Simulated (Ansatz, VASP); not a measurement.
# BaTe: VASP beside Ansatz

File INCAR:

```
PREC     = Accurate       # precision mode
ENCUT    = 520            # plane-wave cutoff, eV
EDIFF    = 1E-6           # SCF threshold, eV
ISMEAR   = 0              # smearing method
SIGMA    = 0.05           # smearing width, eV
LREAL    = False          # projectors in reciprocal space
LASPH    = True           # aspherical terms in the spheres
NELM     = 80             # most SCF steps
ALGO     = Normal         # electronic algorithm
ISIF     = 2              # what is computed and relaxed
LWAVE    = False          # write WAVECAR
LCHARG   = False          # write CHGCAR
GGA      = PE             # functional
NBANDS   = 15             # bands
```

KPOINTS

```
Automatic mesh
0
Gamma
  8 8 8
```

Contents of POSCAR:

```
BaTe
1.0
    0.0000000000      3.4100000000      3.4100000000
    3.4100000000      0.0000000000      3.4100000000
    3.4100000000      3.4100000000      0.0000000000
Ba Te
1 1
Direct
    0.0000000000      0.0000000000      0.0000000000
    0.5000000000      0.5000000000      0.5000000000
```

Input for Ansatz:

```yaml
crystal:
  lattice:
    - [0.0, 3.41, 3.41]
    - [3.41, 0.0, 3.41]
    - [3.41, 3.41, 0.0]
  atoms:
    - { symbol: Ba, position: [0.0, 0.0, 0.0] }
    - { symbol: Te, position: [0.5, 0.5, 0.5] }
basis:
  ecutwfc: 420
kpoints:
  mp_grid: { grid: [8, 8, 8] }
hamiltonian:
  xc: pbe
scf:
  occupations: { method: gaussian, width: 0.05 }
output:
  forces: true
  stress: true
  eigenvalues: true
  write_density: true
  write_potential: true
  elf: true
  volumetric_format: npy
```

Alike in both runs: task single point; functional PBE; k mesh 8 × 8 × 8; occupations gaussian, width 0.05 eV; no spin polarisation.

```csv
,VASP,Ansatz
version,VASP 6.6.1,Ansatz 0.2.0
potentials or method,"VASP PAW PBE potentials, release 64 (Ba_sv, Te)","scalar-relativistic, plane waves, PAW"
plane-wave cutoff (eV),520,420
valence electrons in the cell,16,26
```

```csv
,VASP,Ansatz,Ansatz less VASP
gap on the k mesh at the Fermi level (eV),1.33,1.43,+0.100
least direct gap on the mesh (eV),1.71,1.77,+0.061
pressure (GPa),4.2,3.8,-0.43
```

The two sets of potentials don't hold the same shells in valence.

Caveats: spin-orbit coupling is left out, which moves the levels of the heavy elements. A k mesh can miss the band edges. A hybrid or GW would open this gap; PBE tends to underestimate it.
